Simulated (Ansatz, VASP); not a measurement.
**As (linear As chain) in two plane-wave programs**

Wanted: the spread between two codes on one cell, functional and k mesh. The structure shown is the end of the Ansatz relaxation below.

Program: Ansatz 0.2.0. Level of theory: plane waves, with VASP 6.6.1 beside it; single point at PBE. Results are calculated unless marked as measured.

### 1. Set-up

The cell holds 1 atom: 1 As. Cell: a = 7.500 Å, b = 7.500 Å, c = 2.327 Å, α = 90.0°, β = 90.0°, γ = 90.0°. Vacuum lies along a and b. The structure's axis is c.

### 2. Ansatz: relaxation, PBE

Ansatz runs on its default PAW (the set named soft_2) files.

This run makes the geometry at which the two programs are then compared.

File input.yaml:

```yaml
crystal:
  lattice:
    - [7.5, 0.0, 0.0]
    - [0.0, 7.5, 0.0]
    - [0.0, 0.0, 2.2134]
  atoms:
    - { symbol: As, position: [0.5, 0.5, 0.0], spin: 0.3 }
magnetization:
  spin_polarized: true
kpoints:
  mp_grid: { grid: [1, 1, 37] }
scf:
  occupations: { method: fermi_dirac, width: 0.05 }
hamiltonian:
  xc: pbe
relax:
  cell: { fix: [a, b, alpha, beta, gamma] }
  max_steps: 60
```

Command:

```bash
$ ansatz run input.yaml --threads 4 --pin off --max-ram 8192MiB --backend cpu --events-out ev --progress --plain --runs-dir out
```

Numbers of over 12 decimals in the logs are rounded to 6 here.

What it wrote:

```text
Engine: ansatz 0.2.0, aarch64-unknown-linux-gnu
Pseudopotentials: kind: paw
Pseudopotential: As, paw, valence charge 15, recommended cutoff 420 eV (normal), As.paw.azcp
Functional definition: PBE
  parameter kappa = 0.804
  parameter beta = 0.066725
  exchange = pbe_x(kappa = kappa, mu = beta*pi^2/3)
  correlation = pbe_c(beta = beta)
Crystal: 1 atoms, lattice volume = 124.504 Å³
Basis set: ecut = 420 eV, 2463 PW (Γ), exchange–correlation on 108×108×30 points (8 copies of the dense FFT grid, shifted against one another)
Bands: 12, of which v1, the nominal top of the filled ones, is band 8 counted from 1 (7 counted from 0)
Symmetry: 16 space group operations
Space group: P4/mmm (ITA 123), of the structure as read, at distance tolerance 5.0e-5 Å
Magnetic group: BNS 123.339 (UNI 999), of the structure as read, at distance tolerance 5.0e-5 Å
k-points: 19 of 37
Non-local potential: As, projectors of the file, l = 0: 2, l = 1: 2, l = 2: 3, l = 3: 1
PAW form: soft (Blöchl's): semilocal exchange-correlation on the pseudo side does not see the compensation charge
PAW one-centre angular grid: As, 590 points (default); XC on 64 Gauss nodes
Initial density: superposition of atomic densities (neutral atoms: chi_scale 0, normalization atom)
Starting moments: Σ|m| = 0.3 μB on 1 of 1 site
Initial wavefunctions: pseudopotential atomic-orbital guess
Functional: x = pbe(κ = 0.804, μ = 0.219515), c = pbe(β = 0.066725)
iter 1 solved again at ethr=7.43e-4 eV; its pass at ethr=3.10e-3 eV (dr2=1.11e-1 eV) is discarded
SCF iter   1: F=—  HF=-4854.969137 eV  |F-HF|=—  |Δ(HF+E_count)|=         —  Δρ=1.06e-2 (↑1.06e-2 ↓1.04e-2)  dr2=1.14e-1  dr2_m=1.11e-1  M=0.046 μB ∫|m|=0.046 μB  β_m=0.30  ethr=7.43e-4  ⟨swp⟩=1.0  Hψ=3524  notcnv=0
preconditioner: auto → LDOS  [metal: Δε(μ)=0.100 eV  Ē_g=10.072 eV  σ=0.050 eV  W_gap=0.43  n_scr=20 (ndim 8)  ℏωp=6.8 eV  f_vac=0.683  D(μ)=0.82/eV (n_scr^D=4)]
spin=Collinear: LDOS preconditioning applied to the charge; magnetization (m = ρ↑ − ρ↓) channel mixes plain (no charge-response kernel on spin).
SCF iter   2: F=—  HF=-4854.951685 eV  |F-HF|=—  |Δ(HF+E_count)|=   1.75e-2  Δρ=7.44e-3 (↑7.44e-3 ↓7.27e-3)  dr2=5.41e-2  dr2_m=5.49e-2  M=0.039 μB ∫|m|=0.039 μB  β_m=0.30  ethr=7.43e-4  ⟨swp⟩=2.0  Hψ=590  notcnv=0
SCF iter   3: F=—  HF=-4854.935382 eV  |F-HF|=—  |Δ(HF+E_count)|=   1.63e-2  Δρ=4.94e-3 (↑4.94e-3 ↓4.93e-3)  dr2=2.12e-3  dr2_m=2.72e-2  M=0.033 μB ∫|m|=0.033 μB  β_m=0.30  ethr=3.61e-4  ⟨swp⟩=2.7  Hψ=766  notcnv=0
SCF iter   4: F=—  HF=-4854.938156 eV  |F-HF|=—  |Δ(HF+E_count)|=   2.77e-3  Δρ=3.50e-3 (↑3.42e-3 ↓3.50e-3)  dr2=9.09e-4  dr2_m=1.35e-2  M=0.028 μB ∫|m|=0.028 μB  β_m=0.30  ethr=1.41e-5  ⟨swp⟩=2.4  Hψ=714  notcnv=0
SCF iter   5: F=—  HF=-4854.939345 eV  |F-HF|=—  |Δ(HF+E_count)|=   1.19e-3  Δρ=2.48e-3 (↑2.38e-3 ↓2.48e-3)  dr2=3.63e-5  dr2_m=6.72e-3  M=0.024 μB ∫|m|=0.024 μB  β_m=0.30  ethr=6.06e-6  ⟨swp⟩=2.1  Hψ=694  notcnv=0
SCF iter   6: F=—  HF=-4854.939867 eV  |F-HF|=—  |Δ(HF+E_count)|=   5.22e-4  Δρ=1.71e-3 (↑1.71e-3 ↓1.71e-3)  dr2=3.70e-6  dr2_m=3.35e-3  M=0.020 μB ∫|m|=0.020 μB  β_m=0.30  ethr=2.42e-7  ⟨swp⟩=2.0  Hψ=744  notcnv=0
SCF iter   7: F=—  HF=-4854.940149 eV  |F-HF|=—  |Δ(HF+E_count)|=   2.82e-4  Δρ=1.21e-3 (↑1.21e-3 ↓1.21e-3)  dr2=5.31e-7  dr2_m=1.67e-3  M=0.017 μB ∫|m|=0.017 μB  β_m=0.30  ethr=2.47e-8  ⟨swp⟩=2.5  Hψ=749  notcnv=0
Mixer restart at iter 7: flushing history
spin-set hold released at iteration 7 (site moments contracting): the magnetisation degrees of freedom join the quasi-Newton model from the next iteration; the mixer history was flushed
SCF iter   8: F=—  HF=-4854.940299 eV  |F-HF|=—  |Δ(HF+E_count)|=   1.51e-4  Δρ=8.59e-4 (↑8.59e-4 ↓8.57e-4)  dr2=3.33e-7  dr2_m=8.40e-4  M=0.014 μB ∫|m|=0.015 μB  β_m=0.65  ethr=3.54e-9  ⟨swp⟩=2.0  Hψ=651  notcnv=0
SCF iter   9: F=—  HF=-4854.940499 eV  |F-HF|=—  |Δ(HF+E_count)|=   2.00e-4  Δρ=6.27e-5 (↑5.97e-5 ↓6.27e-5)  dr2=2.42e-8  dr2_m=4.26e-6  M=0.006 μB ∫|m|=0.006 μB  β_m=0.82  ethr=2.22e-9  ⟨swp⟩=3.0  Hψ=860  notcnv=0
SCF iter  10: F=—  HF=-4854.940520 eV  |F-HF|=—  |Δ(HF+E_count)|=   2.13e-5  Δρ=3.47e-5 (↑3.44e-5 ↓3.47e-5)  dr2=1.78e-8  dr2_m=1.36e-6  M=0.003 μB ∫|m|=0.003 μB  β_m=0.91  ethr=1.62e-10  ⟨swp⟩=5.0  Hψ=1552  notcnv=0
SCF iter  11: F=—  HF=-4854.940526 eV  |F-HF|=—  |Δ(HF+E_count)|=   5.23e-6  Δρ=9.39e-6 (↑8.78e-6 ↓9.39e-6)  dr2=5.29e-8  dr2_m=8.06e-8  M=0.001 μB ∫|m|=0.001 μB  β_m=0.77  ethr=1.19e-10  ⟨swp⟩=5.0  Hψ=1551  notcnv=0
SCF iter  12: F=—  HF=-4854.940526 eV  |F-HF|=—  |Δ(HF+E_count)|=   9.74e-8  Δρ=2.12e-6 (↑2.12e-6 ↓2.07e-6)  dr2=1.30e-10  dr2_m=4.97e-9  M=0.000 μB ∫|m|=0.000 μB  β_m=0.88  ethr=1.19e-10  ⟨swp⟩=4.2  Hψ=1379  notcnv=0
SCF iter  13: F=-4854.940526 eV  HF=-4854.940526 eV  |F-HF|=1.91e-11  |Δ(HF+E_count)|=   2.17e-8  Δρ=1.11e-7 (↑1.11e-7 ↓8.56e-8)  dr2=1.86e-11  dr2_m=8.22e-12  M=0.000 μB ∫|m|=0.000 μB  ethr=1.00e-12  ⟨swp⟩=3.8  Hψ=1232  notcnv=0
[...]
SCF 4 converged in 7 iterations: F = -4855.032326 eV  dr2 = 2.00e-12
relax step   4: F+E_penalty+E_count = -4855.03232557 eV  Δ(F+E_penalty+E_count) = -6.093e-4 eV  max|allowed force component| = 0.000e0 eV/Å  Δτ_max = 0.0000 Å  P = +0.114 GPa  Ω = 130.710 Å³  energy of the carried Pulay correction = -1.303e-4 eV  fix = [a, b, alpha, beta, gamma]  reactions: a +0.127, b +0.127 GPa  (7 SCF iters, dr2 threshold 1.00e-7 eV, accepted)
[...]
relax step   5: F+E_penalty+E_count = -4855.03238193 eV  Δ(F+E_penalty+E_count) = -5.636e-5 eV  max|allowed force component| = 0.000e0 eV/Å  Δτ_max = 0.0000 Å  P = +0.090 GPa  Ω = 130.897 Å³  energy of the carried Pulay correction = -1.341e-4 eV  fix = [a, b, alpha, beta, gamma]  reactions: a +0.127, b +0.127 GPa  (7 SCF iters, dr2 threshold 1.88e-8 eV, accepted)
[...]
relax step   6: F+E_penalty+E_count = -4855.03258230 eV  Δ(F+E_penalty+E_count) = -2.004e-4 eV  max|allowed force component| = 0.000e0 eV/Å  Δτ_max = 0.0000 Å  P = +0.093 GPa  Ω = 130.897 Å³  fix = [a, b, alpha, beta, gamma]  reactions: a +0.128, b +0.128 GPa  stress off target by 2.24e-2 GPa on what of the cell is left free  SCF on the basis re-selected at this cell (its energy is not comparable with the rows above)  (5 SCF iters)
basis re-selected at this cell: Δ(F+E_penalty+E_count) = -2.004e-4 eV, ΔP = +0.002 GPa vs the last step (what re-selecting the basis moved, of the pressure what is left beyond the Pulay correction that the steps carried, after the strain that the cell walked since its last selection, with what the two solves' SCF thresholds leave and, on support functions, any second-order correction that the steps lacked; it is no measure of the basis error at this ecutwfc). The dense FFT grid was sized anew with the basis: this SCF ran on 54×54×16 points, the steps before it on 54×54×15, so part of this shift can come from that change (see relax.cell in the input reference). [rest of the remark cut]
SCF converged after 5 iterations
Magnetization: -0.0000 μB (7.5000 up, 7.5000 down)
Absolute magnetization: 0.0000 μB (∫|ρ↑−ρ↓|, with the PAW one-centre terms)
Spin contamination: 0.0000 ħ² per cell (⟨S²⟩ above its minimum at these occupations)
Per-site moments (μB) at R_I (Å): [(-2.2400374261382243e-7, 0.959913)]
Free energy (F): -4855.032582 eV
Harris-Foulkes:  -4855.032582 eV  (|F-HF|=1.08e-10)
Internal energy: -4855.023358 eV  (E = F + TS)
E sigma→0 (E₀):  -4855.027970 eV
Entropy (-TS):   -0.009224 eV (-9.224 meV/atom)
Fermi energy:    -2.631539 eV
--- Per-component energies (eV) ---
  E_band       = -421.612843
  E_kinetic    = 101.106998
  E_local      = -4024.838926  (includes V_loc(G=0)·N_el)
  E_nonlocal   = -670.856736
  E_hartree    = 2008.464389
  E_xc         = -77.806159
  E_vxc        = -77.182128  (∫ρ·V_xc dr)
  E_paw        = -1834.435654  (= ΣΔE_a)
  E_vpaw       = 233.229109  (= ΣTr[D̂ρ^β])
  E_aug_tail   = 0.000009  (compensation charges beyond the density's cutoff)
  E_ewald      = -356.657278
  E_smearing   = -0.009224  (= −TS)
  E_closure    = 0.000000  (closes the sum)
  Σ components = -4855.032582   (vs F -4855.032582, Δ=0.00e0)
--- Forces (eV/Å), atoms counted from 1 ---
  atom   1  As     0.00000000     0.00000000     0.00000000
  max |Σ_I F_I| component: 1.58e-30 eV/Å
--- Stress (GPa, compression-positive) ---
        0.127698       0.000000       0.000000
        0.000000       0.127698       0.000000
        0.000000       0.000000       0.022364
  P = ⅓ Tr σ = 0.0926 GPa (0.926 kbar)
--- Relaxed structure (5 steps of the walk, 5 accepted, 1 SCFs on fresh bases) ---
  F+E_penalty+E_count = -4855.03258230 eV   max|allowed force component| = 0.000e0 eV/Å   (the final SCF, on the basis selected at the relaxed cell)
  cell:  # Å, volume = 130.8972 Å³
    - [7.5, 0.0, 0.0]
    - [0.0, 7.5, 0.0]
    - [0.0, 0.0, 2.327062]
  atoms:
    - { symbol: As, position: [0.5, 0.5, 0.0] }
```

### 3. VASP: single point, PBE

The same cell, functional, mesh and smearing now go to VASP, with its own data sets.

Lines of VASP's logs that name or quote its potential files are left out, and so is its time.

File INCAR:

```
SYSTEM = As
PREC = Accurate
ENCUT = 500
EDIFF = 1E-06
NELM = 200
ISMEAR = -1
SIGMA = 0.05
LREAL = .FALSE.
ALGO = Normal
GGA = PE
NBANDS = 9
ISPIN = 2
MAGMOM = -0
LORBIT = 11
LWAVE = .FALSE.
LCHARG = .FALSE.
ISIF = 2
LASPH = .TRUE.
GGA_COMPAT = .FALSE.
```

File POSCAR:

```
As
1.0
    7.5000000000      0.0000000000      0.0000000000
    0.0000000000      7.5000000000      0.0000000000
    0.0000000000      0.0000000000      2.3270618948
As
1
Direct
    0.5000000000      0.5000000000      0.0000000000
```

File KPOINTS:

```
Automatic mesh
0
Gamma
1 1 37
0 0 0
```

The projector-augmented-wave data sets are As (PBE family, release 64).

Command:

```bash
$ mpirun -np 1 vasp_std
```

What it wrote:

```text
[banner, memory and clock lines left out]
running    1 mpi-ranks, on    1 nodes
 distrk:  each k-point on    1 cores,    1 groups
 distr:  one band on    1 cores,    1 groups

 POSCAR found type information on POSCAR As
 POSCAR found :  1 types and       1 ions
 LDA part: xc-table for (Slater+PW92), standard interpolation
 POSCAR, INCAR and KPOINTS ok, starting setup
 FFT: planning ... GRIDC
 FFT: planning ... GRID_SOFT
 FFT: planning ... GRID
 WAVECAR not read
 entering main loop
       N       E                     dE             d eps       ncg     rms          rms(c)
DAV:   1     0.203588202603E+02    0.20359E+02   -0.14553E+03   684   0.310E+02
DAV:   2    -0.227560513170E+01   -0.22634E+02   -0.18257E+02   886   0.540E+01
DAV:   3    -0.358175428298E+01   -0.13061E+01   -0.12924E+01   815   0.177E+01
DAV:   4    -0.359669289745E+01   -0.14939E-01   -0.14935E-01   883   0.220E+00
DAV:   5    -0.359683202113E+01   -0.13912E-03   -0.13912E-03   944   0.176E-01    0.202E+00
DAV:   6    -0.357529654831E+01    0.21535E-01   -0.15311E-02   821   0.516E-01    0.113E+00
DAV:   7    -0.356738159553E+01    0.79150E-02   -0.18555E-02   819   0.575E-01    0.123E-01
DAV:   8    -0.356711979238E+01    0.26180E-03   -0.11496E-03   694   0.162E-01    0.396E-02
DAV:   9    -0.356706826685E+01    0.51526E-04   -0.96599E-05   742   0.395E-02    0.226E-02
DAV:  10    -0.356729040229E+01   -0.22214E-03   -0.23637E-04   685   0.585E-02    0.191E-02
DAV:  11    -0.356733638653E+01   -0.45984E-04   -0.11993E-05   694   0.182E-02    0.743E-03
DAV:  12    -0.356741883373E+01   -0.82447E-04   -0.92446E-06   692   0.184E-02    0.994E-03
DAV:  13    -0.356743028621E+01   -0.11452E-04   -0.14132E-06   730   0.623E-03    0.108E-03
DAV:  14    -0.356743959446E+01   -0.93082E-05   -0.82191E-07   692   0.475E-03    0.648E-04
DAV:  15    -0.356744120797E+01   -0.16135E-05   -0.14480E-07   705   0.179E-03    0.256E-04
DAV:  16    -0.356744121330E+01   -0.53308E-08   -0.51518E-09   728   0.363E-04
   1 F= -.35674412E+01 E0= -.35628417E+01  d E =-.919905E-02  mag=    -0.0000
```

OUTCAR, selected parts (step 3):

```text
ion  position               nearest neighbor table
   1  0.500  0.500  0.000-

  LATTYP: Found a simple tetragonal cell.
 ALAT       =     7.5000000000
 C/A-ratio  =     0.3102749193

 Subroutine GETGRP returns: Found 16 space group operations
 (whereof 16 operations were pure point group operations)

The static configuration has the point symmetry D_4h.

 Found     19 irreducible k-points:

   k-points           NKPTS =     19   k-points in BZ     NKDIM =     19   number of bands    NBANDS=      9

   dimension x,y,z NGX =    56 NGY =   56 NGZ =   18
   dimension x,y,z NGXF=   112 NGYF=  112 NGZF=   36

   ENCUT  =  500.0 eV  36.75 Ry    6.06 a.u.  13.67 13.67  4.24*2*pi/ulx,y,z

   NELECT =       5.0000    total number of electrons

 k-points in reciprocal lattice and weights: Automatic mesh
   0.00000000  0.00000000  0.00000000       0.027
   0.00000000  0.00000000  0.02702703       0.054
   0.00000000  0.00000000  0.05405405       0.054
   0.00000000  0.00000000  0.08108108       0.054
   0.00000000  0.00000000  0.10810811       0.054
   0.00000000  0.00000000  0.13513514       0.054
   0.00000000  0.00000000  0.16216216       0.054
   0.00000000  0.00000000  0.18918919       0.054
   0.00000000  0.00000000  0.21621622       0.054
[...]
0.00000000  0.00000000  0.45945946       0.054
   0.00000000  0.00000000  0.48648649       0.054

 average (electrostatic) potential at core
       1 -58.2623

 E-fermi :  -3.5008

 spin component 1
 k-point     1 :       0.0000    0.0000    0.0000
  band No.  band energies     occupation
      1     -16.1165      1.00000
      2      -5.7979      1.00000
      3      -5.7979      1.00000
      4       0.0726      0.00000
      5       1.7590      0.00000
      6       2.9433      0.00000
      7       3.3743      0.00000
      8       3.3743      0.00000
    ...

 k-point     2 :       0.0000    0.0000    0.0270
  band No.  band energies     occupation
      1     -16.0968      1.00000
      2      -5.7777      1.00000
      3      -5.7777      1.00000
      4       0.0922      0.00000
      5       1.7791      0.00000
      6       2.9632      0.00000
      7       3.3944      0.00000
      8       3.3944      0.00000
    ...

 k-point     3 :       0.0000    0.0000    0.0541
  band No.  band energies     occupation
      1     -16.0374      1.00000
      2      -5.7172      1.00000
      3      -5.7172      1.00000
      4       0.1511      0.00000
      5       1.8395      0.00000
      6       3.0231      0.00000
      7       3.4547      0.00000
      8       3.4547      0.00000
    ...

 k-point     4 :       0.0000    0.0000    0.0811
  band No.  band energies     occupation
      1     -15.9384      1.00000
      2      -5.6165      1.00000
      3      -5.6165      1.00000
      4       0.2487      0.00000
      5       1.9402      0.00000
      6       3.1228      0.00000
      7       3.5552      0.00000
      8       3.5552      0.00000
    ...

 k-point     5 :       0.0000    0.0000    0.1081
  band No.  band energies     occupation
      1     -15.7997      1.00000
      2      -5.4761      1.00000
      3      -5.4761      1.00000
      4       0.3844      0.00000
      5       2.0811      0.00000
      6       3.2623      0.00000
      7       3.6957      0.00000
      8       3.6957      0.00000
    ...

 k-point     6 :       0.0000    0.0000    0.1351
  band No.  band energies     occupation
      1     -15.6212      1.00000
      2      -5.2963      1.00000
      3      -5.2963      1.00000
      4       0.5559      0.00000
      5       2.2623      0.00000
      6       3.4417      0.00000
      7       3.8760      0.00000
      8       3.8760      0.00000
    ...

  Total        0.1037822      0.1037822      0.1136227     -0.0000000      0.0000000      0.0000000
  in kB        1.2702900      1.2702900      1.3907373     -0.0000000      0.0000000      0.0000000
  external PRESSURE =       1.3104391 kB  Pullay stress =       0.0000000 kB

  energy-cutoff  :      500.00
  volume of cell :      130.90
      direct lattice vectors                 reciprocal lattice vectors
     7.500000000  0.000000000  0.000000000     0.133333333  0.000000000  0.000000000
     0.000000000  7.500000000  0.000000000     0.000000000  0.133333333  0.000000000
     0.000000000  0.000000000  2.327061895     0.000000000  0.000000000  0.429726430

 POSITION                                       TOTAL-FORCE (eV/Angst)
 -----------------------------------------------------------------------------------
      3.75000      3.75000      0.00000         0.000000      0.000000      0.000000
 -----------------------------------------------------------------------------------
    total drift:                               -0.000000     -0.000000      0.000000

  FREE ENERGIE OF THE ION-ELECTRON SYSTEM (eV)
  ---------------------------------------------------
  free  energy   TOTEN  =        -3.5674412133 eV

  energy  without entropy=       -3.5582421667  energy(sigma->0) =       -3.56284169

 total charge
# of ion       s       p       d       tot
------------------------------------------
    1        1.301   1.354   0.039   2.693

 magnetization (x)
# of ion       s       p       d       tot
------------------------------------------
    1        0.000  -0.000  -0.000  -0.000

[... 6 further parts left out ...]
```

### 4. Comparison

Known differences besides the potentials themselves: the data sets hold 15 valence electrons in Ansatz (on its default PAW (the set named soft_2) files) and 5 in VASP; the cutoff is 420 eV in Ansatz and 500 eV in VASP; Ansatz's pressure holds a Pulay correction, VASP's none. Total energies have different zeros and are not compared.

The two programs side by side:

```
      quantity  Ansatz  VASP  difference
pressure (GPa)    0.09  0.13       -0.04
```

### 5. What came out

| Property | Result |
| --- | --- |
| difference in pressure (single point, PBE) | -0.038 GPa |

The difference in pressure is -0.038 GPa (single point, PBE), within the 1 GPa picked in this series as the mark of a large difference. The data sets hold unlike numbers of valence electrons (15 in Ansatz and 5 in VASP), so part of the differences comes from the potentials. How closely two codes agree says nothing of how well the functional describes the real material.

[Lines on the potential files, build, host, timing and source positions are cut from VASP's logs without a mark.]

[Logs are printed without paths, hosts, clocks, repeated set-up lines and the standing remarks that a program may print on its own settings, such as how far it seeks lower states.]

[Hosts, paths, dates, database ids (printed as entryN), source tags and the programs' standing remarks are cut or masked in the printed files.]
